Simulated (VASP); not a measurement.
Write the native input for VASP 6.6.1 that does the following.

| Quantity | Value |
| --- | --- |
| Task | single point |
| Functional | PBE |
| Potentials or basis | VASP PAW PBE potentials, release 64 (Eu, S) |
| Cutoff | 520 eV |
| k mesh | 8 × 8 × 8 |
| Occupations | gaussian, width 0.022 eV |
| Spin | collinear spin, ferromagnetic start |
| Starting moments | [7.0, 0.0] μB |
| Further INCAR settings | ALGO = Normal; EDIFF = 1e-06; NBANDS = 22 |

The structure of EuS lies in POSCAR:

```
EuS
1.0
    0.0000000000      2.9785000000      2.9785000000
    2.9785000000      0.0000000000      2.9785000000
    2.9785000000      2.9785000000      0.0000000000
Eu S
1 1
Direct
    0.0000000000      0.0000000000      0.0000000000
    0.5000000000      0.5000000000      0.5000000000
```

These files were run (other wordings do the same):

INCAR

```
PREC = Accurate
ENCUT = 520
EDIFF = 1E-6
ISMEAR = 0
SIGMA = 0.022
LREAL = False
LASPH = True
NELM = 100
ALGO = Normal
ISIF = 2
LWAVE = False
LCHARG = False
ISPIN = 2
MAGMOM = 7 0
LORBIT = 11
LMAXMIX = 6
GGA = PE
NBANDS = 22
```

KPOINTS

```
Automatic mesh
0
Gamma
  8 8 8
```

Potentials or basis: VASP PAW PBE potentials, release 64 (Eu, S).

Command:

```sh
$ cat potpaw_PBE.64/Eu/POTCAR potpaw_PBE.64/S/POTCAR > POTCAR
$ mpirun -np 1 vasp_std > vasp.out
```

Results of the run:

The pressure is -2.8 GPa. The band gap on the k mesh is none (metal or under the smearing width), the net moment is 6.99 μB per cell and the site moments are Eu +6.59; S -0.07 μB. The valence electrons inside the program's atomic spheres are Eu 14.75; S 3.75.

Caveat: spin-orbit coupling is left out, which moves the levels of the heavy elements; a cell with one magnetic atom can't hold antiferromagnetic order, which such compounds often take; without U or exact exchange the open f shell lies at the Fermi level, which spoils levels, moments and volumes.

Run time: 37 s on 1 thread of Intel(R) Xeon(R) 6975P-C (Granite Rapids), with other jobs on the host, peak memory 0.24 GiB.
